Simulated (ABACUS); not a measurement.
## Bi: equation of state with PBE

The system is Bi.

```
Bi
1.0
    -1.98143    1.98143    1.98143
     1.98143   -1.98143    1.98143
     1.98143    1.98143   -1.98143
Bi
1
Direct
  0.00000 0.00000 0.00000
```

This isn't the form of Bi at room conditions, which is rhombohedral.

- Program: ABACUS 3.10.1
- Task: equation of state
- Functional: PBE
- Potentials or basis: PseudoDojo NC FR 0.4 PBE stringent
- Cutoff: 1361 eV
- Density cutoff: 5442 eV
- Basis: DZP LCAO (the cutoffs set its grid)
- k mesh: 6 × 6 × 6
- Occupations: fermi-dirac, width 0.05 eV
- Spin: spin-orbit coupling, no magnetisation
- Orbital files: Bi Bi_confined-atom_8au_3s3p2d.orb
- Radial cutoff of the potentials (pseudo_rcut): 10 bohr
- SCF threshold on the density: 1e-07
- Max SCF steps: 100
- Eigensolver: genelpa
- Mixing: broyden
- Mixing share: 0.4
- Symmetry key: 0
- Bands: 32

The equilibrium volume is 31.97 Å³/atom (rough: see the caveat) and the bulk modulus is 59 GPa (rough).

Energy against volume, from the lowest point:
| volume (Å³/atom) | energy (meV/atom) |
| --- | --- |
| 29.250 | 45.65 |
| 30.495 | 12.66 |
| 31.739 | 0.00 |
| 32.984 | 5.45 |

All runs of the series together: 62 s on 4 threads of Intel(R) Xeon(R) Platinum 8175M CPU @ 2.50GHz (Skylake/Cascade Lake), on a shared host.

Caveat: the k mesh is coarse (spacing up to 0.37 Å⁻¹), so the values aren't converged; the atomic orbitals were generated for these runs and aren't a published set; the fit is doubtful: noisy points or a state that changes with volume; the basis of atomic orbitals isn't converged, which shifts pressures, moduli and gaps.
